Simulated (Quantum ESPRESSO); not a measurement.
Fitting the r2SCAN energy curve of CdS

```
Cd S
1.0
     0.00000    2.91650    2.91650
     2.91650    0.00000    2.91650
     2.91650    2.91650    0.00000
Cd S
1 1
Direct
  0.00000 0.00000 0.00000
  0.75000 0.75000 0.75000
```

The cell was scaled at fixed shape and fractions and run with Quantum ESPRESSO, SG15 PBE 1.2, cutoff 952 eV; r2SCAN, k mesh 6 × 6 × 6 on the cell of 2 atoms, fermi-dirac occupations of 0.05 eV, no spin polarisation, no spin-orbit coupling. The potentials were made for PBE. Energies are those that the program minimises, any entropy of the smearing included.

```tsv
V (Å³/atom)	energy over the lowest row (meV/atom)
23.3192	36.55
23.8154	20.13
24.3115	8.92
24.8077	?
25.3038	0.00
25.8000	1.38
26.2961	6.14
```

Q: Fit the third-order Birch-Murnaghan form, give V0, B0 and B′, and predict the energy left open.

A: With y = (V0/V)^(2/3), E = E0 + (9 V0 B0/16) [(y - 1)³ B′ + (y - 1)² (6 - 4y)]. Least squares through the rows shown give V0 = 25.3603 Å³/atom, E0 = -0.03 meV, B0 = 61.15 GPa (1 eV/Å³ = 160.218 GPa) and B′ = 4.51, with a largest miss of 0.01 meV. At V = 24.8077 the form with these constants gives 2.36 meV; the run gave 2.37 meV an atom.

The fit describes a fairly soft zinc-blende solid with an equilibrium volume of 25.3603 Å³/atom and a bulk modulus of 61.15 GPa. The softness fits long, strongly polar Cd–S bonds in an open tetrahedral network: the large cation spreads the bonding electrons over more volume than in ZnS, so the same relative compression costs less energy per unit volume. B′ = 4.51 means that the lattice stiffens as it is squeezed, because the overlap repulsion between closed shells, including the filled Cd 4d shell, rises faster than the bonding and electrostatic attraction.

The equilibrium volume is slightly larger than the measured one for zinc-blende CdS, probably a sign of mild underbinding by this combination of functional and potentials. The close match at the omitted volume shows that the curve is smooth and the interpolation sound, but it is no independent test of the elastic constants against experiment. Since the points reach much further into compression than expansion, B′ mainly describes the compressed side.
